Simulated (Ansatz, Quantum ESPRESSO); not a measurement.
# Sn chain with one H atom in line: ballistic transmission, part 2 of 4

Wanted: the transmission near the Fermi level and the conductance of this junction: Sn chain with one H atom in line.

Quantum ESPRESSO 7.5; plane-wave DFT, PBE, GBRV ultrasoft pseudopotentials; cross-check by Ansatz 0.2.0 with PAW datasets.

So far. Step 2 (Ground state): The run needed 16 iterations to bring the estimated error under 1e-07 Ry; the largest force on any atom, held or free, is 3.43 eV/Å.

## 3. The open system

Level of this step: transmission by pwcond, lead and junction from one cell; plane-wave DFT, PBE, GBRV ultrasoft pseudopotentials (Quantum ESPRESSO).

prefixt takes both regions from one run: the lead from 0 to bdl, the scattering region from bdl to bds (units of alat). ikind = 1 puts the same lead on both sides. The program's T_tot counts both spins in a run without spin; the tables below give T per spin.

cond.in reads:

```
&inputcond
  outdir = './out'
  prefixt = 'scf'
  tran_file = 'cond.dat'
  bdl = 0.7333333333
  bds = 3.7302400000
  ikind = 1
  ewind = 4.0
  epsproj = 1e-05
  nz1 = 7
  energy0 = 2.0
  denergy = -0.1
/
1
  0.00000000 0.00000000 1.00000000
41
```

Run with:

```
> OMP_NUM_THREADS=1 mpirun -n 2 pwcond.x -in cond.in > cond.out
```

Output:

```text
[banner, memory and clock lines left out]
Program PWCOND v.7.5 starts

          URL

     ./out/scf.save/

     IMPORTANT: XC functional enforced from input :
     Exchange-correlation= PBE
                           (   1   4   3   4   0   0   0)
     Any further DFT definition will be discarded
     Please, verify this is what you really want

     negative rho (up, down):  4.325E-06 0.000E+00
     Reading collected, re-writing distributed wavefunctions

===== INPUT FILE containing all the regions =====

     GEOMETRY:

     lattice parameter (alat)  =      14.1729  a.u.
     the volume                =   10619.8203 (a.u.)^3
     the cross section         =     200.8724 (a.u.)^2
     l of the unit cell        =       3.7302 (alat)
     number of atoms/cell      =           11
     number of atomic types    =            2

     crystal axes: (cart. coord. in units of alat)
               a(1) = (  1.0000  0.0000  0.0000 )
               a(2) = (  0.0000  1.0000  0.0000 )
               a(3) = (  0.0000  0.0000  3.7302 )

   Cartesian axes

     site n.     atom                  positions (alat units)
          1        Sn     tau(  1)=(  0.5000  0.5000  3.7302  )
          2        Sn     tau(  2)=(  0.5000  0.5000  0.3667  )
          3        Sn     tau(  3)=(  0.5000  0.5000  0.7333  )
          4        Sn     tau(  4)=(  0.5000  0.5000  1.1000  )
          5        Sn     tau(  5)=(  0.5000  0.5000  1.4667  )
          6        H      tau(  6)=(  0.5000  0.5000  1.6818  )
          7        Sn     tau(  7)=(  0.5000  0.5000  1.8969  )
          8        Sn     tau(  8)=(  0.5000  0.5000  2.2636  )
          9        Sn     tau(  9)=(  0.5000  0.5000  2.6302  )
         10        Sn     tau( 10)=(  0.5000  0.5000  2.9969  )
         11        Sn     tau( 11)=(  0.5000  0.5000  3.3636  )

     nr1s                      =           54
     nr2s                      =           54
     nr3s                      =          200
     nr1sx                     =           54
     nr2sx                     =           54
     nr3sx                     =          200
     nr1                       =           60
     nr2                       =           60
     nr3                       =          225
     nr1x                      =           60
     nr2x                      =           60
     nr3x                      =          225

 _______________________________
  Radii of nonlocal spheres:

     type       ibeta     ang. mom.          radius (alat units)
       Sn         1         0                    0.1476
       Sn         2         0                    0.1476
       Sn         3         1                    0.1476
       Sn         4         1                    0.1476
       Sn         5         2                    0.1476
       Sn         6         2                    0.1476
       H          1         0                    0.0848
       H          2         0                    0.0848
----- General information -----

--- T calc. with identical leads (ikind=1) ---

     nrx                       =           54
     nry                       =           54
     nz1                       =            7

     energy0               =         2.0E+00
     denergy               =        -1.0E-01
     nenergy               =         41
     ecut2d                =         3.4E+01
     ewind                 =         4.0E+00
     epsproj               =         1.0E-05

     number of k_|| points=    1
                       cryst. coord.
        k(    1) = (   0.0000000   0.0000000), wk =   1.0000000
----- Information about left/right lead -----

     nocros                   =           18
     noins                    =           18
     norb                     =           54
     norbf                    =          164
     nrz                      =           39

      iorb      type   ibeta   ang. mom.   m       position (alat)
        1        1       1        0        1   taunew(   1)=(  0.5000  0.5000  0.0000)
        2        1       2        0        1   taunew(   2)=(  0.5000  0.5000  0.0000)
        3        1       3        1        1   taunew(   3)=(  0.5000  0.5000  0.0000)
        4        1       3        1        2   taunew(   4)=(  0.5000  0.5000  0.0000)
        5        1       3        1        3   taunew(   5)=(  0.5000  0.5000  0.0000)
        6        1       4        1        1   taunew(   6)=(  0.5000  0.5000  0.0000)
        7        1       4        1        2   taunew(   7)=(  0.5000  0.5000  0.0000)
        8        1       4        1        3   taunew(   8)=(  0.5000  0.5000  0.0000)
        9        1       5        2        1   taunew(   9)=(  0.5000  0.5000  0.0000)
       10        1       5        2        2   taunew(  10)=(  0.5000  0.5000  0.0000)
       11        1       5        2        3   taunew(  11)=(  0.5000  0.5000  0.0000)
       12        1       5        2        4   taunew(  12)=(  0.5000  0.5000  0.0000)
       13        1       5        2        5   taunew(  13)=(  0.5000  0.5000  0.0000)
       14        1       6        2        1   taunew(  14)=(  0.5000  0.5000  0.0000)
       15        1       6        2        2   taunew(  15)=(  0.5000  0.5000  0.0000)
       16        1       6        2        3   taunew(  16)=(  0.5000  0.5000  0.0000)
       17        1       6        2        4   taunew(  17)=(  0.5000  0.5000  0.0000)
       18        1       6        2        5   taunew(  18)=(  0.5000  0.5000  0.0000)
       19        1       1        0        1   taunew(  19)=(  0.5000  0.5000  0.3667)
       20        1       2        0        1   taunew(  20)=(  0.5000  0.5000  0.3667)
       21        1       3        1        1   taunew(  21)=(  0.5000  0.5000  0.3667)
       22        1       3        1        2   taunew(  22)=(  0.5000  0.5000  0.3667)
       23        1       3        1        3   taunew(  23)=(  0.5000  0.5000  0.3667)
       24        1       4        1        1   taunew(  24)=(  0.5000  0.5000  0.3667)
       25        1       4        1        2   taunew(  25)=(  0.5000  0.5000  0.3667)
       26        1       4        1        3   taunew(  26)=(  0.5000  0.5000  0.3667)
       27        1       5        2        1   taunew(  27)=(  0.5000  0.5000  0.3667)
       28        1       5        2        2   taunew(  28)=(  0.5000  0.5000  0.3667)
       29        1       5        2        3   taunew(  29)=(  0.5000  0.5000  0.3667)
       30        1       5        2        4   taunew(  30)=(  0.5000  0.5000  0.3667)
       31        1       5        2        5   taunew(  31)=(  0.5000  0.5000  0.3667)
       32        1       6        2        1   taunew(  32)=(  0.5000  0.5000  0.3667)
[...]
150        1       3        1        2   taunew( 150)=(  0.5000  0.5000  2.9969)
      151        1       3        1        3   taunew( 151)=(  0.5000  0.5000  2.9969)
      152        1       4        1        1   taunew( 152)=(  0.5000  0.5000  2.9969)
      153        1       4        1        2   taunew( 153)=(  0.5000  0.5000  2.9969)
      154        1       4        1        3   taunew( 154)=(  0.5000  0.5000  2.9969)
      155        1       5        2        1   taunew( 155)=(  0.5000  0.5000  2.9969)
      156        1       5        2        2   taunew( 156)=(  0.5000  0.5000  2.9969)
      157        1       5        2        3   taunew( 157)=(  0.5000  0.5000  2.9969)
      158        1       5        2        4   taunew( 158)=(  0.5000  0.5000  2.9969)
      159        1       5        2        5   taunew( 159)=(  0.5000  0.5000  2.9969)
      160        1       6        2        1   taunew( 160)=(  0.5000  0.5000  2.9969)
      161        1       6        2        2   taunew( 161)=(  0.5000  0.5000  2.9969)
      162        1       6        2        3   taunew( 162)=(  0.5000  0.5000  2.9969)
      163        1       6        2        4   taunew( 163)=(  0.5000  0.5000  2.9969)
      164        1       6        2        5   taunew( 164)=(  0.5000  0.5000  2.9969)
 ngper, shell number =          545          70
 ngper, n2d =          545         125
---  E-Ef =    2.0000000  k =    0.0000000   0.0000000
---  ie =          1  ik =          1
 Nchannels of the left tip =            3
 Right moving states:
   k1(2pi/a)   k2(2pi/a)   E-Ef (eV)
  -0.2598204   0.0000107   2.0000000
  -0.2598204   0.0000107   2.0000000
   0.3670177   0.0000055   2.0000000
 Left moving states:
   k1(2pi/a)   k2(2pi/a)   E-Ef (eV)
   0.2598204   0.0000107   2.0000000
   0.2598204   0.0000107   2.0000000
  -0.3670177   0.0000055   2.0000000

 to transmit
 Band j to band i transmissions and reflections:
    j         i     |T_ij|^2    |R_ij|^2

    1 -->     1     0.79750     0.20250
    1 -->     2     0.00000     0.00000
    1 -->     3     0.00000     0.00000
   Total T_j, R_j =    0.79750  0.20250

    2 -->     1     0.00000     0.00000
    2 -->     2     0.79750     0.20250
    2 -->     3     0.00000     0.00000
   Total T_j, R_j =    0.79750  0.20250

    3 -->     1     0.00000     0.00000
    3 -->     2     0.00000     0.00000
    3 -->     3     0.89883     0.10117
   Total T_j, R_j =    0.89883  0.10117

E-Ef(ev), T(x2 spins) =    2.0000000   4.9876580
---  E-Ef =    1.9000000  k =    0.0000000   0.0000000
---  ie =          2  ik =          1
 Nchannels of the left tip =            3
 Right moving states:
   k1(2pi/a)   k2(2pi/a)   E-Ef (eV)
  -0.2752096   0.0000108   1.9000000
  -0.2752096   0.0000108   1.9000000
   0.3603902   0.0000055   1.9000000
 Left moving states:
   k1(2pi/a)   k2(2pi/a)   E-Ef (eV)
   0.2752096   0.0000108   1.9000000
   0.2752096   0.0000108   1.9000000
  -0.3603902   0.0000055   1.9000000

 to transmit
 Band j to band i transmissions and reflections:
    j         i     |T_ij|^2    |R_ij|^2

    1 -->     1     0.80955     0.19045
    1 -->     2     0.00000     0.00000
    1 -->     3     0.00000     0.00000
   Total T_j, R_j =    0.80955  0.19045

    2 -->     1     0.00000     0.00000
    2 -->     2     0.80955     0.19045
    2 -->     3     0.00000     0.00000
   Total T_j, R_j =    0.80955  0.19045

    3 -->     1     0.00000     0.00000
    3 -->     2     0.00000     0.00000
    3 -->     3     0.90288     0.09712
   Total T_j, R_j =    0.90288  0.09712

E-Ef(ev), T(x2 spins) =    1.9000000   5.0439446
---  E-Ef =    1.8000000  k =    0.0000000   0.0000000
---  ie =          3  ik =          1
 Nchannels of the left tip =            3
 Right moving states:
   k1(2pi/a)   k2(2pi/a)   E-Ef (eV)
  -0.2906387   0.0000109   1.8000000
  -0.2906387   0.0000109   1.8000000
   0.3537398   0.0000054   1.8000000
 Left moving states:
   k1(2pi/a)   k2(2pi/a)   E-Ef (eV)
   0.2906387   0.0000109   1.8000000
   0.2906387   0.0000109   1.8000000
  -0.3537398   0.0000054   1.8000000

 to transmit
 Band j to band i transmissions and reflections:
    j         i     |T_ij|^2    |R_ij|^2

    1 -->     1     0.82047     0.17953
    1 -->     2     0.00000     0.00000
    1 -->     3     0.00000     0.00000
   Total T_j, R_j =    0.82047  0.17953

    2 -->     1     0.00000     0.00000
    2 -->     2     0.82047     0.17953
    2 -->     3     0.00000     0.00000
   Total T_j, R_j =    0.82047  0.17953

    3 -->     1     0.00000     0.00000
    3 -->     2     0.00000     0.00000
    3 -->     3     0.90601     0.09399
   Total T_j, R_j =    0.90601  0.09399

E-Ef(ev), T(x2 spins) =    1.8000000   5.0939234
[... further energies and points left out ...]
---  E-Ef =   -1.8000000  k =    0.0000000   0.0000000
---  ie =         39  ik =          1
 Nchannels of the left tip =            1
 Right moving states:
   k1(2pi/a)   k2(2pi/a)   E-Ef (eV)
   0.0897186   0.0000048  -1.8000000
 Left moving states:
   k1(2pi/a)   k2(2pi/a)   E-Ef (eV)
  -0.0897186   0.0000048  -1.8000000

 to transmit
 Band j to band i transmissions and reflections:
    j         i     |T_ij|^2    |R_ij|^2

    1 -->     1     0.75644     0.24356
   Total T_j, R_j =    0.75644  0.24356

E-Ef(ev), T(x2 spins) =   -1.8000000   1.5128779
---  E-Ef =   -1.9000000  k =    0.0000000   0.0000000
---  ie =         40  ik =          1
 Nchannels of the left tip =            1
 Right moving states:
   k1(2pi/a)   k2(2pi/a)   E-Ef (eV)
   0.0812028   0.0000048  -1.9000000
 Left moving states:
   k1(2pi/a)   k2(2pi/a)   E-Ef (eV)
  -0.0812028   0.0000048  -1.9000000

 to transmit
 Band j to band i transmissions and reflections:
    j         i     |T_ij|^2    |R_ij|^2

    1 -->     1     0.73206     0.26794
   Total T_j, R_j =    0.73206  0.26794

E-Ef(ev), T(x2 spins) =   -1.9000000   1.4641186
---  E-Ef =   -2.0000000  k =    0.0000000   0.0000000
---  ie =         41  ik =          1
 Nchannels of the left tip =            1
 Right moving states:
   k1(2pi/a)   k2(2pi/a)   E-Ef (eV)
   0.0725244   0.0000048  -2.0000000
 Left moving states:
   k1(2pi/a)   k2(2pi/a)   E-Ef (eV)
  -0.0725244   0.0000048  -2.0000000

 to transmit
 Band j to band i transmissions and reflections:
    j         i     |T_ij|^2    |R_ij|^2

    1 -->     1     0.70160     0.29840
   Total T_j, R_j =    0.70160  0.29840

E-Ef(ev), T(x2 spins) =   -2.0000000   1.4032045
   T_tot     2.00000      0.49877E+01
   T_tot     1.90000      0.50439E+01
   T_tot     1.80000      0.50939E+01
   T_tot     1.70000      0.51369E+01
   T_tot     1.60000      0.51718E+01
   T_tot     1.50000      0.51976E+01
   T_tot     1.40000      0.52143E+01
   T_tot     1.30000      0.52233E+01
   T_tot     1.20000      0.52278E+01
   T_tot     1.10000      0.52326E+01
   T_tot     1.00000      0.52430E+01
   T_tot     0.90000      0.52643E+01
   T_tot     0.80000      0.53003E+01
   T_tot     0.70000      0.53525E+01
   T_tot     0.60000      0.54068E+01
   T_tot     0.50000      0.54573E+01
   T_tot     0.40000      0.55530E+01
   T_tot     0.30000      0.56170E+01
   T_tot     0.20000      0.56580E+01
   T_tot     0.10000      0.56720E+01
   T_tot    -0.00000      0.56604E+01
   T_tot    -0.10000      0.56297E+01
   T_tot    -0.20000      0.55899E+01
   T_tot    -0.30000      0.55506E+01
   T_tot    -0.40000      0.55155E+01
   T_tot    -0.50000      0.54715E+01
   T_tot    -0.60000      0.53764E+01
   T_tot    -0.70000      0.51450E+01
   T_tot    -0.80000      0.17324E+01
   T_tot    -0.90000      0.17205E+01
   T_tot    -1.00000      0.17075E+01
   T_tot    -1.10000      0.16931E+01
   T_tot    -1.20000      0.16769E+01
   T_tot    -1.30000      0.16587E+01
   T_tot    -1.40000      0.16379E+01
   T_tot    -1.50000      0.16139E+01
   T_tot    -1.60000      0.15859E+01
   T_tot    -1.70000      0.15527E+01
   T_tot    -1.80000      0.15129E+01
   T_tot    -1.90000      0.14641E+01
   T_tot    -2.00000      0.14032E+01

Note: The following floating-point exceptions are signalling: IEEE_UNDERFLOW_FLAG
Note: The following floating-point exceptions are signalling: IEEE_UNDERFLOW_FLAG
```

It took 3 min on 2 MPI ranks of Arm Neoverse V2, shared host; peak memory 0.66 GiB; 6 min of CPU time.

Numbers from this step:

```
lead channels at the Fermi level, one spin : 3
transmission at the Fermi level, one spin  : 2.830
conductance                                : 2.830 G₀
```

Per spin. Table of open channels by energy, zero at the Fermi level:

energy (eV), open channels and a bar from the least value:
```
    -2.00       1.00 
    -1.90       1.00 
    -1.80       1.00 
    -1.70       1.00 
    -1.60       1.00 
    -1.50       1.00 
    -1.40       1.00 
    -1.20       1.00 
    -1.10       1.00 
    -1.00       1.00 
    -0.90       1.00 
    -0.80       1.00 
    -0.70       3.00 ##############################
    -0.60       3.00 ##############################
    -0.50       3.00 ##############################
    -0.40       3.00 ##############################
    -0.30       3.00 ##############################
    -0.20       3.00 ##############################
    -0.10       3.00 ##############################
     0.00       3.00 ##############################
     0.10       3.00 ##############################
     0.20       3.00 ##############################
     0.30       3.00 ##############################
     0.40       3.00 ##############################
     0.50       3.00 ##############################
     0.60       3.00 ##############################
     0.70       3.00 ##############################
     0.80       3.00 ##############################
     0.90       3.00 ##############################
     1.00       3.00 ##############################
     1.10       3.00 ##############################
     1.20       3.00 ##############################
     1.40       3.00 ##############################
     1.50       3.00 ##############################
     1.60       3.00 ##############################
     1.70       3.00 ##############################
     1.80       3.00 ##############################
     1.90       3.00 ##############################
     2.00       3.00 ##############################
```

Per spin. The transmission by energy, zero at the Fermi level:

```
energy (eV)  transmission
      -2.00         0.702
      -1.80         0.756
      -1.60         0.793
      -1.40         0.819
      -1.20         0.838
      -1.00         0.854
      -0.90         0.860
      -0.70          2.57
      -0.50          2.74
      -0.30          2.78
      -0.10          2.81
       0.00          2.83
       0.10          2.84
       0.30          2.81
       0.50          2.73
       0.70          2.68
       0.90          2.63
       1.00          2.62
       1.20          2.61
       1.40          2.61
       1.60          2.59
       1.80          2.55
       2.00          2.49
```

The program's own clock; routines nest. Time by routine:

| routine | wall time (s) | calls |
| --- | --- | --- |
| PWCOND | 179.2 | 1 |
| scatter_forw | 152 | 82 |
| local | 13.43 | 1 |
| compbs | 10.36 | 41 |
| compbs_2 | 8.52 | 41 |
| init | 1.33 | 1 |
| poten | 0.08 | 1 |

At no point does T exceed the number of channels.

(Part 2 of 4 ends here.)

[Logs are printed without paths, hosts, clocks, repeated set-up lines and the standing remarks that a program may print on its own settings, such as how far it seeks lower states.]

[Hosts, paths, dates, database ids (printed as entryN), source tags and the programs' standing remarks are cut or masked in the printed files.]

[Maps of the electrostatic potential energy from Ansatz leave out the sawtooth potential of an applied field or a dipole correction, so their vacuum need not be flat; planar profiles and work functions include it.]
